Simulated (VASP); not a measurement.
# As in VASP: single point with PBEsol+D3(BJ)

Aim: the single point of As with PBEsol+D3(BJ).

Program: VASP 6.6.1. These are calculated values, not measurements. Logs are shortened: lines on timing, memory, paths and dates and some standing lists are left out, and cuts for length are marked.

### Step 1. The slab as given

The cell holds a slab with vacuum, 6 atoms: a = 6.234 Å, b = 6.234 Å, c = 22.720 Å, α = 90.00°, β = 90.00°, γ = 120.00°.

The cell was built by a generator and needn't be a form met in nature.

### Step 2. Single point, PBEsol+D3(BJ)

The input, INCAR:

```
SYSTEM = As
PREC     = Accurate       ! precision mode
ENCUT    = 520            ! plane-wave cutoff, eV
EDIFF    = 1E-6           ! SCF threshold, eV
ISMEAR   = 0              ! smearing method
SIGMA    = 0.04           ! smearing width, eV
LREAL    = .FALSE.        ! projectors in reciprocal space
LASPH    = .TRUE.         ! aspherical terms in the spheres
NELM     = 100            ! most SCF steps
ALGO     = Fast           ! electronic algorithm
ISIF     = 2              ! what is computed and relaxed
LWAVE    = .FALSE.        ! write WAVECAR
LCHARG   = .TRUE.         ! write CHGCAR
LDIPOL   = .TRUE.       
IDIPOL   = 3            
DIPOL    = 0.5 0.5 0.634
GGA      = PS             ! functional
IVDW     = 12             ! dispersion correction
LELF     = .TRUE.         ! ELF
LVHAR    = .TRUE.       
LVACPOTAV= .TRUE.       
NBANDS   = 24             ! bands
```

The input, KPOINTS:

```
regular mesh
0
G
  6 6 1
  0 0 0
```

The input, POSCAR:

```
As
1.0
    6.2337690016      0.0000000000      0.0000000000
   -3.1168845008      5.3986023167      0.0000000000
    0.0000000000      0.0000000000     22.7200000000
As
6
Direct
    0.6666670000      0.6666670000      0.6041250744
    0.3367162058      0.9970748205      0.6040620486
    1.0060361356      0.3358501258      0.6040239308
    0.3364821369      0.3311287830      0.6644220922
    1.0010975665      0.6663253111      0.6643079161
    0.6718353608      1.0021420301      0.6644744029
```

Potentials or basis: VASP PAW PBE potentials, release 64 (As).

Command:

```sh
$ cat potpaw_PBE.64/As/POTCAR > POTCAR
$ mpirun -np 1 vasp_std > vasp.out
```

OUTCAR:

```text
SYSTEM = As
   PREC = Accurate
   ENCUT = 520
   EDIFF = 1E-6
   ISMEAR = 0
   LREAL = .FALSE.
   LASPH = .TRUE.
   NELM = 100
   ISIF = 2
   GGA = PS
   IVDW = 12
 IVDW          = 12

 ion  position               nearest neighbor table
   1  0.667  0.667  0.604-   4 2.49   6 2.49   5 2.49
   2  0.337  0.997  0.604-   6 2.49   5 2.49   4 2.49
   3  0.006  0.336  0.604-   5 2.49   4 2.49   6 2.49
   4  0.336  0.331  0.664-   1 2.49   3 2.49   2 2.49
   5  0.001  0.666  0.664-   3 2.49   2 2.49   1 2.49
   6  0.672  0.002  0.664-   2 2.49   1 2.49   3 2.49

  LATTYP: Found a hexagonal cell.
 ALAT       =     6.2337690016
 C/A-ratio  =     3.6446650484

  Lattice vectors:

 A1 = (   6.2337690016,   0.0000000000,   0.0000000000)
 A2 = (  -3.1168845008,   5.3986023167,   0.0000000000)
 A3 = (   0.0000000000,   0.0000000000,  22.7200000000)

Analysis of symmetry for initial positions (statically):
=====================================================================
 Subroutine PRICEL returns:
 Original cell was already a primitive cell.

 Routine SETGRP: Setting up the symmetry group for a
 hexagonal supercell.

 Subroutine GETGRP returns: Found  1 space group operations
 (whereof  1 operations were pure point group operations)
 out of a pool of 24 trial point group operations.

The static configuration has the point symmetry C_1 .

Analysis of symmetry for dynamics (positions and initial velocities):
=====================================================================
 Subroutine PRICEL returns:
 Original cell was already a primitive cell.

 Routine SETGRP: Setting up the symmetry group for a
 hexagonal supercell.

 Subroutine GETGRP returns: Found  1 space group operations
 (whereof  1 operations were pure point group operations)
 out of a pool of 24 trial point group operations.

The dynamic configuration has the point symmetry C_1 .

 Subroutine INISYM returns: Found  1 space group operations
 (whereof  1 operations are pure point group operations),
 and found     1 'primitive' translations

----------------------------------------------------------------------------------------

                                     Primitive cell

  volume of cell :     764.6107

  direct lattice vectors                    reciprocal lattice vectors
     6.233769002  0.000000000  0.000000000     0.160416595  0.092616565  0.000000000
    -3.116884501  5.398602317  0.000000000     0.000000000  0.185233129  0.000000000
     0.000000000  0.000000000 22.720000000     0.000000000  0.000000000  0.044014085

  length of vectors
     6.233769002  6.233769002 22.720000000     0.185233129  0.185233129  0.044014085

  position of ions in fractional coordinates (direct lattice)
     0.666667000  0.666667000  0.604125074
     0.336716206  0.997074821  0.604062049
     0.006036136  0.335850126  0.604023931
     0.336482137  0.331128783  0.664422092
     0.001097567  0.666325311  0.664307916
     0.671835361  0.002142030  0.664474403

  ion indices of the primitive-cell ions
   primitive index   ion index
                 1           1
                 2           2
                 3           3
                 4           4
                 5           5
                 6           6

----------------------------------------------------------------------------------------

 KPOINTS: regular mesh

Automatic generation of k-mesh.
 Grid dimensions read from file:
 generate k-points for:    6    6    1

 Generating k-lattice:

  Cartesian coordinates                     Fractional coordinates (reciprocal lattice)
     0.026736099  0.015436094  0.000000000     0.166666667 -0.000000000  0.000000000
     0.000000000  0.030872188  0.000000000     0.000000000  0.166666667  0.000000000
     0.000000000  0.000000000  0.044014085     0.000000000  0.000000000  1.000000000

  Length of vectors
     0.030872188  0.030872188  0.044014085

  Shift w.r.t. Gamma in fractional coordinates (k-lattice)
     0.000000000  0.000000000  0.000000000

 Subroutine IBZKPT returns following result:
 ===========================================

 Found     20 irreducible k-points:

 Following reciprocal coordinates:
            Coordinates               Weight
  0.000000  0.000000  0.000000      1.000000
  0.166667  0.000000  0.000000      2.000000
  0.000000  0.166667  0.000000      2.000000
 -0.166667  0.166667  0.000000      2.000000
  0.333333 -0.000000  0.000000      2.000000
  0.000000  0.333333  0.000000      2.000000
[... 12 lines left out ...]
  0.500000 -0.166667  0.000000      2.000000
  0.333333  0.333333  0.000000      2.000000
   k-points           NKPTS =     20   k-points in BZ     NKDIM =     20   number of bands    NBANDS=     24
   number of dos      NEDOS =    301   number of ions     NIONS =      6
   total plane-waves  NPLWV = 414720
   dimension x,y,z NGX =    48 NGY =   48 NGZ =  180
   dimension x,y,z NGXF=    96 NGYF=   96 NGZF=  360
   ions per type =               6
   NGX,Y,Z   is equivalent  to a cutoff of  12.80, 12.80, 13.17 a.u.
   NGXF,Y,Z  is equivalent  to a cutoff of  25.60, 25.60, 26.34 a.u.
 SYSTEM =  As
   PREC   = accura    normal or accurate (medium, high low for compatibility)
   ISTART =      0    job   : 0-new  1-cont  2-samecut
   ICHARG =      2    charge: 1-file 2-atom 10-const
   ISPIN  =      1    spin polarized calculation?
   LNONCOLLINEAR =      F non collinear calculations
   LSORBIT =      F    spin-orbit coupling
   LASPH  =      T    aspherical Exc in radial PAW
   ENCUT  =  520.0 eV  38.22 Ry    6.18 a.u.  11.59 11.59 42.24*2*pi/ulx,y,z
   NELM   =    100;   NELMIN=  2; NELMDL= -5     # of ELM steps
   EDIFF  = 0.1E-05   stopping-criterion for ELM
   LREAL  =      F    real-space projection
   EDIFFG = 0.1E-04   stopping-criterion for IOM
   NSW    =      0    number of steps for IOM
   IBRION =     -1    ionic relax: 0-MD 1-quasi-New 2-CG
   NFREE  =      0    steps in history (QN), initial steepest desc. (CG)
   ISIF   =      2    stress and relaxation
   ISYM   =      2    0-nonsym 1-usesym 2-fastsym
   POTIM  = 0.5000    time-step for ionic-motion
   TEBEG  =    0.0;   TEEND  =   0.0 temperature during run
   PSTRESS=    0.0 pullay stress
   NELECT =      30.0000    total number of electrons
   NUPDOWN=      -1.0000    fix difference up-down
   EMIN   =  10.00;   EMAX   =-10.00  energy-range for DOS
   EFERMI =   0.00;   METHOD = LEGACY
   ISMEAR =     0;   SIGMA  =   0.04  broadening in eV -4-tet -1-fermi 0-gaus
   EFERMI_NEDOS =   21; number of points for ismear=-14 and -15
   IALGO  =     68    algorithm
   IMIX   =      4    mixing-type and parameters
     AMIX     =   0.40;   BMIX     =  1.00
     AMIX_MAG =   1.60;   BMIX_MAG =  1.00
  volume/ion in A,a.u.               =     127.44       859.97
  Fermi-wavevector in a.u.,A,eV,Ry     =   0.556291  1.051237  4.210450  0.309459
  Thomas-Fermi vector in A             =   1.590394
   LORBIT       =      0    0 simple, 1 ext, 2 COOP (PROOUT), +10 PAW based schemes
   GGA     = PS    functional components
   LHFCALC =     F    Hartree Fock is set to
   AEXX    =    0.0000 exact exchange contribution
   IVDW    =    12    specifies the selected vdW correction
   LEPSILON=     F    determine dielectric tensor
   LRPA    =     F    only Hartree local field effects (RPA)
 non-spin polarized calculation
 RMM-DIIS sequential band-by-band and
 Gauss-broadening in eV      SIGMA  =   0.04
  energy-cutoff  :      520.00
  volume of cell :      764.61
 maximum number of plane-waves:     20647
 NGX is ok and might be reduce to    48
   NGX = 23   NGY = 23   NGZ = 85

 dipolmoment           0.000000      0.000000     -0.000000 electrons x Angstroem

 number of electron      29.9999999 magnetization

 dipolmoment           0.000000      0.000000      0.000009 electrons x Angstroem

 Free energy of the ion-electron system (eV)
  ---------------------------------------------------
  ext. energy  EPLUGINS =         0.00000000
  ---------------------------------------------------
  free energy    TOTEN  =       -30.00355977 eV

  energy without entropy =      -30.00355977  energy(sigma->0) =      -30.00355977

 E-fermi :  -3.7076     XC(G=0):  -2.2939

 val. band max:       -3.8803143516   @ k =   0.0000   0.0000   0.0000
 cond. band min:      -2.2484938217   @ k =   0.3333   0.3333   0.0000
 fundamental gap:      1.6318205300
 Fermi energy:        -3.7076013418

 k-point     1 :       0.0000    0.0000    0.0000
  band No.  band energies     occupation
      1     -17.4030      2.00000
      2     -13.8301      2.00000
      3     -13.8288      2.00000
      4     -13.7979      2.00000
      5     -13.7968      2.00000
      6     -10.9128      2.00000
[... 16 lines left out ...]
     23       0.8681      0.00000
     24       0.8733      0.00000

 k-point     2 :       0.1667    0.0000    0.0000
  band No.  band energies     occupation
      1     -17.2791      2.00000
      2     -14.6457      2.00000
      3     -14.4316      2.00000
      4     -13.2564      2.00000
      5     -12.9980      2.00000
      6     -10.8981      2.00000
[... 16 lines left out ...]
     23       0.5321      0.00000
     24       1.1343      0.00000

 k-point     3 :       0.0000    0.1667    0.0000
  band No.  band energies     occupation
      1     -17.2791      2.00000
      2     -14.6458      2.00000
      3     -14.4315      2.00000
      4     -13.2565      2.00000
      5     -12.9980      2.00000
      6     -10.8981      2.00000
[... 16 lines left out ...]
     23       0.5322      0.00000
     24       1.1338      0.00000

 k-point     4 :      -0.1667    0.1667    0.0000
  band No.  band energies     occupation
      1     -17.2791      2.00000
      2     -14.6457      2.00000
      3     -14.4316      2.00000
      4     -13.2565      2.00000
      5     -12.9980      2.00000
      6     -10.8981      2.00000
[... 16 lines left out ...]
     23       0.5321      0.00000
     24       1.1346      0.00000

 k-point     5 :       0.3333   -0.0000    0.0000
  band No.  band energies     occupation
      1     -16.9120      2.00000
      2     -15.5352      2.00000
      3     -14.8126      2.00000
      4     -13.0266      2.00000
      5     -12.0855      2.00000
      6     -10.9445      2.00000
[... 16 lines left out ...]
     23       0.8595      0.00000
     24       1.0490      0.00000

 k-point     6 :       0.0000    0.3333    0.0000
  band No.  band energies     occupation
      1     -16.9120      2.00000
      2     -15.5353      2.00000
      3     -14.8125      2.00000
      4     -13.0267      2.00000
      5     -12.0855      2.00000
      6     -10.9445      2.00000
[... 16 lines left out ...]
     23       0.8595      0.00000
     24       1.0489      0.00000
[... 271 lines left out ...]
 k-point    17 :      -0.3333    0.5000    0.0000
  band No.  band energies     occupation
      1     -16.5539      2.00000
      2     -15.8696      2.00000
      3     -15.2940      2.00000
      4     -12.5330      2.00000
      5     -11.7910      2.00000
      6     -11.1439      2.00000
[... 16 lines left out ...]
     23       0.6744      0.00000
     24       0.7284      0.00000

 k-point    18 :       0.1667    0.3333    0.0000
  band No.  band energies     occupation
      1     -16.5538      2.00000
      2     -15.8697      2.00000
      3     -15.2940      2.00000
      4     -12.5330      2.00000
      5     -11.7910      2.00000
      6     -11.1439      2.00000
[... 16 lines left out ...]
     23       0.6734      0.00000
     24       0.7295      0.00000

 k-point    19 :       0.5000   -0.1667    0.0000
  band No.  band energies     occupation
      1     -16.5538      2.00000
      2     -15.8696      2.00000
      3     -15.2941      2.00000
      4     -12.5329      2.00000
      5     -11.7910      2.00000
      6     -11.1439      2.00000
[... 16 lines left out ...]
     23       0.6741      0.00000
     24       0.7290      0.00000

 k-point    20 :       0.3333    0.3333    0.0000
  band No.  band energies     occupation
      1     -15.9986      2.00000
      2     -15.9817      2.00000
      3     -15.9780      2.00000
      4     -11.7249      2.00000
      5     -11.7227      2.00000
      6     -11.7111      2.00000
[... 16 lines left out ...]
     23       0.8018      0.00000
     24       0.8074      0.00000

------------------------ aborting loop because EDIFF is reached ----------------------------------------

 Edisp (eV)   -0.93088

 E8    (eV) :    -0.6221

  FORCE on cell =-STRESS in cart. coord.  units (eV):
  Direction    XX          YY          ZZ          XY          YZ          ZX
  --------------------------------------------------------------------------------------
  -------------------------------------------------------------------------------------
  Total      -2.59135    -2.59115     0.56425     0.00014    -0.00017     0.00072
  in kB      -5.42995    -5.42953     1.18235     0.00029    -0.00036     0.00150
  external pressure =       -3.23 kB  Pullay stress =        0.00 kB

 VOLUME and BASIS-vectors are now :
 -----------------------------------------------------------------------------
  energy-cutoff  :      520.00
  volume of cell :      764.61
      direct lattice vectors                 reciprocal lattice vectors
     6.233769002  0.000000000  0.000000000     0.160416595  0.092616565  0.000000000
    -3.116884501  5.398602317  0.000000000     0.000000000  0.185233129  0.000000000
     0.000000000  0.000000000 22.720000000     0.000000000  0.000000000  0.044014085

 POSITION                                       TOTAL-FORCE (eV/Angst)
 -----------------------------------------------------------------------------------
      2.07792      3.59907     13.72572         0.095295      0.001339     -0.142449
     -1.00876      5.38281     13.72429        -0.050085      0.078554     -0.138844
     -1.00918      1.81312     13.72342        -0.045604     -0.079763     -0.136320
      1.06546      1.78763     15.09567        -0.014814      0.014093      0.138489
     -2.07002      3.59723     15.09308         0.019718      0.005684      0.142390
      4.18139      0.01156     15.09686        -0.004510     -0.019908      0.136735
 -----------------------------------------------------------------------------------
    total drift:                               -0.000116     -0.000005     -0.000300

  FREE ENERGIE OF THE ION-ELECTRON SYSTEM (eV)
  ---------------------------------------------------
  free  energy   TOTEN  =       -30.9344359313 eV

  energy  without entropy=      -30.9344359313  energy(sigma->0) =      -30.93443593

 vacuum level on the upper side and lower side of the slab         1.658         1.658
```

Run time: 6.7 min. Hardware: 1 thread of Intel Xeon 6975P-C (Granite Rapids), shared host; peak memory 0.92 GiB.

What came out:

```yaml
Free_energy: -30.9344 eV
Largest_force: 0.171 eV/Å
Band_gap_on_the_k_mesh: 1.63 eV
Dispersion_energy_per_atom: -0.155 eV
Ionisation_potential_of_the_upper_face: 5.54 eV
```

Forces in eV/Å, atoms in the order of the input:
```
As   0.095  0.001 -0.142
As  -0.050  0.079 -0.139
As  -0.046 -0.080 -0.136
As  -0.015  0.014  0.138
As   0.020  0.006  0.142
As  -0.005 -0.020  0.137
```

Levels at points of the mesh, in eV from the valence-band top:
```csv
k point,band 12,band 13,band 14,band 15,band 16,band 17,band 18,band 19
"(0.00, 0.00, 0.00)",-1.88,-0.40,0.00,0.00,1.93,2.10,2.12,3.57
"(0.50, 0.00, 0.00)",-1.90,-1.47,-0.26,-0.25,1.95,2.88,2.89,3.30
"(0.00, 0.50, 0.00)",-1.90,-1.47,-0.26,-0.25,1.95,2.88,2.89,3.30
"(0.50, 0.50, 0.00)",-1.90,-1.47,-0.26,-0.25,1.95,2.88,2.90,3.30
```

Caveat: the PAW data sets were made with another functional, which shifts forces and pressure a little.
